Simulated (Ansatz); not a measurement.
A run of Ansatz 0.2.0:

input.yaml

```yaml
crystal:
  lattice:
    - [4.1636340796, 0.0, 0.0]
    - [-2.0818170398, 3.605812885, 0.0]
    - [0.0, 0.0, 2.626466]
  atoms:
    - { symbol: Ge, position: [0.0, 0.0, 0.0] }
    - { symbol: Fe, position: [0.3333333333, 0.6666666667, 0.5], spin: 3.75 }
    - { symbol: Fe, position: [0.6666666667, 0.3333333333, 0.5], spin: 3.75 }
hamiltonian:
  xc: pbesol
  pseudopotentials: { kind: paw }
magnetization:
  spin_polarized: true
  initial_magnetization: 7.5
  spin_locking: { lock_magnetization: hard }
kpoints:
  mp_grid: { grid: [6, 6, 8] }
scf:
  occupations: { method: fermi_dirac, width: 0.05 }
  lower_state_search: "off"
output:
  forces: true
  stress: true
  eigenvalues: true
  write_density: true
  write_potential: true
  elf: true
  volumetric_format: npy
```

Potentials or basis: Ansatz PAW.

Command:

```bash
$ ansatz run input.yaml --threads 2 --pin off --max-ram 5632MiB --backend cpu --events-out ev --progress --plain --runs-dir out
```

Hardware: 2 threads of Intel(R) Xeon(R) Processor @ 2.50GHz (Skylake/Cascade Lake), with other jobs on the host.

Task: How long does it take, and how much memory?

Result: Run time: 9.7 s on 2 threads of Intel(R) Xeon(R) Processor @ 2.50GHz (Skylake/Cascade Lake), with other jobs on the host, peak memory 0.4 GiB. Counts: scf iterations 9, plane waves 771, k points 35, bands 33.
